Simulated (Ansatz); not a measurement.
Input of an Ansatz 0.2.0 run:

The input input.yaml:

```yaml
crystal:
  lattice:
    - [0.0, 2.2535006075, 2.2535006075]
    - [2.2535006075, 0.0, 2.2535006075]
    - [2.2535006075, 2.2535006075, 0.0]
  atoms:
    - { symbol: Ga, position: [0.0, 0.0, 0.0] }
    - { symbol: "N", position: [0.25, 0.25, 0.25] }
kpoints:
  mp_grid: { grid: [10, 10, 10] }
scf:
  occupations: { method: gaussian, width: 0.018 }
hamiltonian:
  xc: pbe
  pseudopotentials: { kind: all_electron, lapw: { basis_error: 0.001 } }
output:
  forces: true
  stress: true
  eigenvalues: true
```

Potentials or basis: all-electron LAPW, scalar-relativistic.

Launch:

```bash
$ ansatz run input.yaml --threads 1 --pin off --max-ram 3072MiB --backend cpu --events-out ev --progress --plain --runs-dir out
```

Task: Estimate the band gap on the k mesh.

Result: 1.73 eV, direct.

Task: Estimate the pressure.

Result: 4.9 GPa.

**Measured values to compare with.**

A printed reference work, textbook reports, for a bulk crystal of GaN at 0 K: band gap 3.299 eV (direct).

A measured gap of GaN is 3.299 eV (direct; 0 K; a printed reference work, textbook); the calculated 1.73 eV misses it by -1.56 eV. Spin-orbit coupling on Ga is left out. The value is that of PBE, without temperature or zero-point motion. Semilocal functionals fall short of measured gaps as a rule. The cell is a database's relaxed one, not the measured one, which moves gaps too.
